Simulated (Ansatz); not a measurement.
Wanted: the native input for an Ansatz 0.2.0 run.

| Item | Value |
| --- | --- |
| Task | single point |
| Functional | PBE |
| Potentials or basis | all-electron LAPW, scalar-relativistic |
| Cutoff | 141 eV (chosen from the basis error) |
| Basis error allowed | 0.001 eV/atom |
| k mesh | 8 × 8 × 8 |
| Occupations | gaussian, width 0.1 eV |
| Spin | no spin polarisation |

The system is NaCl.

```
Cl Na
1.0
     3.50219    0.00000    0.00000
     0.00000    3.50219    0.00000
     0.00000    0.00000    3.50219
Cl Na
1 1
Cartesian
  1.7511 1.7511 1.7511
  0.0000 0.0000 0.0000
```

Measurements of this composition are mostly on another form, of space group No. 225.

The input as run:

input.yaml

```yaml
crystal:
  lattice:
    - [3.50219, 0.0, 0.0]
    - [0.0, 3.50219, 0.0]
    - [0.0, 0.0, 3.50219]
  atoms:
    - { symbol: Cl, position: [0.5, 0.5, 0.5] }
    - { symbol: Na, position: [0.0, 0.0, 0.0] }
kpoints:
  mp_grid: { grid: [8, 8, 8] }
scf:
  occupations: { method: gaussian, width: 0.1 }
hamiltonian:
  xc: pbe
  pseudopotentials: { kind: all_electron, lapw: { basis_error: 0.001 } }
output:
  forces: true
  stress: true
  eigenvalues: true
```

Potentials or basis: all-electron LAPW, scalar-relativistic.

The run is started by

```bash
$ ansatz run input.yaml --threads 1 --pin off --max-ram 3072MiB --backend cpu --events-out ev --progress --plain --runs-dir out
```

Results of the run:

| Property | Result |
| --- | --- |
| Pressure | 0.1 GPa |
| Band gap on the k mesh | 3.98 eV, indirect (least direct gap 4.47 eV) |

It took 5.8 s on 1 thread of Intel(R) Xeon(R) Processor @ 2.50GHz (Skylake/Cascade Lake), on a shared host, peak memory 0.26 GiB.
